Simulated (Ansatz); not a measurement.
# Al (Aluminum): the cost of one run

Program: Ansatz 0.2.0. Level of theory: DFT PBE, scalar-relativistic, plane waves, PAW. These are calculated values, not measurements.

1 further run of the same task is left out (set aside as unsound or not needed).

## 1. Starting point

It takes space group Fm-3m (No. 225, cubic). The conventional cell has a = 4.041 Å, b = 4.041 Å, c = 4.041 Å, α = 90.00°, β = 90.00°, γ = 90.00°. Al (site symmetry m-3m) has 12 Al at 2.86 Å as nearest neighbours.

Structure file:

```cif
data_structure
_symmetry_space_group_name_H-M 'P 1'
_symmetry_Int_Tables_number 1
_cell_length_a 2.8577
_cell_length_b 2.8577
_cell_length_c 2.8577
_cell_angle_alpha 60.000
_cell_angle_beta 60.000
_cell_angle_gamma 60.000
_cell_volume 16.50
loop_
_atom_site_label
_atom_site_type_symbol
_atom_site_fract_x
_atom_site_fract_y
_atom_site_fract_z
_atom_site_occupancy
Al1 Al 0.00000 0.00000 0.00000 1
```

It is the result of an earlier relaxation at this level (volume 16.50 Å³/atom; gap on the mesh: none (metal)).

## 2. Cutting the slab

Miller indices refer to the conventional cell of the relaxed bulk, Fm-3m (No. 225): a = 4.041 Å, b = 4.041 Å, c = 4.041 Å, α = 90.00°, β = 90.00°, γ = 90.00°.

A (111) slab, 7.0 Å thick as cut, with 17 Å of vacuum; its outer planes are Al (top) and Al (bottom).

The slab as cut. Layers, bottom to top:

| plane | atoms per cell | height over the lowest (Å) |
| --- | --- | --- |
| 1 | Al3 | 0.00 |
| 2 | Al3 | 2.33 |
| 3 | Al3 | 4.67 |
| 4 | Al3 | 7.00 |

## 3. The clean surface, relaxed

input.yaml reads:

```yaml
crystal:
  lattice:
    - [4.9497535017, 0.0, 0.0]
    - [-2.4748767509, 4.286612275, 0.0]
    - [0.0, 0.0, 24.0000085326]
  atoms:
    - { symbol: Al, position: [0.0, 0.3333333333, 0.3541665408] }
    - { symbol: Al, position: [0.3333333333, 0.0, 0.3541665408] }
    - { symbol: Al, position: [0.6666666667, 0.6666666667, 0.3541665408] }
    - { symbol: Al, position: [0.3333333333, 0.3333333333, 0.4513888469] }
    - { symbol: Al, position: [0.6666666667, 0.0, 0.4513888469] }
    - { symbol: Al, position: [0.0, 0.6666666667, 0.4513888469] }
    - { symbol: Al, position: [0.6666666667, 0.3333333333, 0.5486111531] }
    - { symbol: Al, position: [0.0, 0.0, 0.5486111531] }
    - { symbol: Al, position: [0.3333333333, 0.6666666667, 0.5486111531] }
    - { symbol: Al, position: [0.0, 0.3333333333, 0.6458334592] }
    - { symbol: Al, position: [0.3333333333, 0.0, 0.6458334592] }
    - { symbol: Al, position: [0.6666666667, 0.6666666667, 0.6458334592] }
basis:
  ecutwfc: 420
kpoints:
  mp_grid: { grid: [6, 6, 1] }
hamiltonian:
  xc: pbe
scf:
  occupations: { method: gaussian, width: 0.1 }
output:
  forces: true
  eigenvalues: true
relax:
  adjacent_minimum: "off"
  f_tol: 0.03
  max_steps: 70
  constraints: [{ sites: [0, 1, 2, 3, 4, 5] }]
efield:
  axis: 3
  dipole_correction: true
```

Launch:

```sh
$ ansatz run input.yaml --threads 1 --pin off --max-ram 2560MiB --backend cpu --events-out ev --progress --plain --runs-dir out
```

What time and memory should one allow on 1 thread of Intel Xeon Platinum 8259CL at 2.50GHz (Skylake/Cascade Lake), shared host?

About 36 s, with a peak of 0.6 GiB.
